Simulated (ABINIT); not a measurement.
Runs of ABINIT 10.8.3 (patched build) on PtSe2 (Sudovikovite). The structure is trigonal, space group P-3m1 (No. 164). The conventional cell has a = 3.724 Å, b = 3.724 Å, c = 5.062 Å, α = 90.00°, β = 90.00°, γ = 120.00°. Around Pt (site symmetry -3m) lie 6 Se at 2.49 Å. Se (site symmetry 3m) is surrounded by 3 Pt at 2.49 Å. 

```csv
level,potentials or basis,cutoff (eV),fine-grid cutoff,gap on the mesh (eV),pressure (GPa),largest force (eV/Å)
PBEsol,PseudoDojo NC SR PBEsol v0.4.1 standard,1061,-,none,1.5,0.32
PBEsol,PseudoDojo NC SR PBEsol v0.4.1 standard,1170,-,none,(a),0.32
PBE,SPMS NC PBE v1.0,925,-,none,7.3,0.58
PBE,"Ansatz PAW PBE default generated set, frozen core",419,838.111 eV,none,7.3,0.58
```

Alike in all rows: task single point; no spin polarisation; cell as given; k mesh 6 × 6 × 4; smearing fermi-dirac 0.05 eV.

Task: Fill in the values left out.

Result: (a) 2.0.

Caveats: the atomic spheres overlap (some runs).

A k mesh can miss the band edges, and the runs leave out spin-orbit coupling on Pt, Se.

A gap of «none» marks a metal or a gap under the smearing width.
